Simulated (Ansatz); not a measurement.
**AlN: a single-point run**

Wanted: a converged single-point run for AlN, and a check of what comes out. The structure is shown as the input types it. The cell is built on a prototype (CsCl type) and needn't be the phase found in nature.

Computed with Ansatz 0.2.0 (density functional or hybrid calculation with the settings of its input, plane waves (as first typed), unless a step's input says otherwise).

5 further runs of the same task are left out: 1 for a known fault of the program, 4 that didn't finish.

## Step 1: The structure to begin with

The structure is cubic, space group Pm-3m (No. 221). Conventional cell: a = 2.585 Å, b = 2.585 Å, c = 2.585 Å, α = 90.00°, β = 90.00°, γ = 90.00°. Al (site symmetry m-3m) has 8 N at 2.24 Å as nearest neighbours. N (site symmetry m-3m) is surrounded by 8 Al at 2.24 Å.

Coordinates:

```
Al N
1.0
     2.58546    0.00000    0.00000
     0.00000    2.58546    0.00000
     0.00000    0.00000    2.58546
Al N
1 1
Direct
  0.00000 0.00000 0.00000
  0.50000 0.50000 0.50000
```

## Step 2: The calculation

Input file input.yaml:

```yaml
crystal:
  lattice:
    - [2.5854596279, 0.0, 0.0]
    - [0.0, 2.5854596279, 0.0]
    - [0.0, 0.0, 2.5854596279]
  atoms:
    - { symbol: Al, position: [0.0, 0.0, 0.0] }
    - { symbol: "N", position: [0.5, 0.5, 0.5] }
kpoints:
  mp_grid: { grid: [0, 4, 4] }
hamiltonian:
  xc: hse06
scf:
  occupations: { method: fermi_dirac, width: 0.02 }
  n_extra_bands: 4
output:
  forces: true
  stress: true
  eigenvalues: true
```

On the command line:

```
> ansatz run input.yaml --threads 4 --pin off --max-ram 3686MiB --backend cpu --events-out ev --progress --plain --runs-dir out
```

**Question.** How will this run end, and is anything wrong with its input?

Nothing was computed: the input was turned down at the start. Its message: «invalid value for `kpoints.mp_grid.grid`: each dimension must be in 1..=255»

The suspect setting: kpoints.mp_grid.grid is [0, 4, 4]. The mesh can't be built from what was typed.

Fix: set kpoints.mp_grid.grid to [4, 4, 4].
